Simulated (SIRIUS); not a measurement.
# Ti in SIRIUS: convergence with smearing width

Ti:

```
Ti
1.0
    -1.64100    1.64100    1.64100
     1.64100   -1.64100    1.64100
     1.64100    1.64100   -1.64100
Ti
1
Cartesian
  0.0000 0.0000 0.0000
```

This isn't the form of Ti at room conditions, which is hcp.

- Program: SIRIUS 7.12.0
- Task: convergence study
- Functional: PBEsol
- Potentials or basis: all-electron FP-LAPW
- Cutoff: 183 eV
- Basis: apw+lo standard
- k mesh: 11 × 11 × 11
- Occupations: fermi-dirac, width 0.3 eV
- Spin: no spin polarisation

These are the settings of the first run; the series varies smearing width, with any setting tied to it.

Hardware: 1 thread of Arm Neoverse V2, with other jobs on the host.

| smearing width | energy less the tightest run, at zero smearing (meV/atom) | SCF cycles | CPU time (s) | peak memory (GiB) |
| --- | --- | --- | --- | --- |
| 0.3 eV | -40.96 | 6 | 15 | 0.3 |
| 0.2 eV | -14.36 | 6 | 15 | 0.3 |
| 0.1 eV | -4.91 | 6 | 15 | 0.3 |
| 0.05 eV | -2.37 | 6 | 15 | 0.3 |
| 0.025 eV | -0.56 | 6 | 15 | 0.3 |
| 0.01 eV | 0.00 | 6 | 15 | 0.3 |

Against the tightest run, the energy stays within 1 meV/atom from 0.025 eV on. Narrower smearing needs a denser k mesh, so at a fixed mesh the narrowest width isn't the most accurate. The tightest run that finished is the yardstick and may itself not be fully converged.
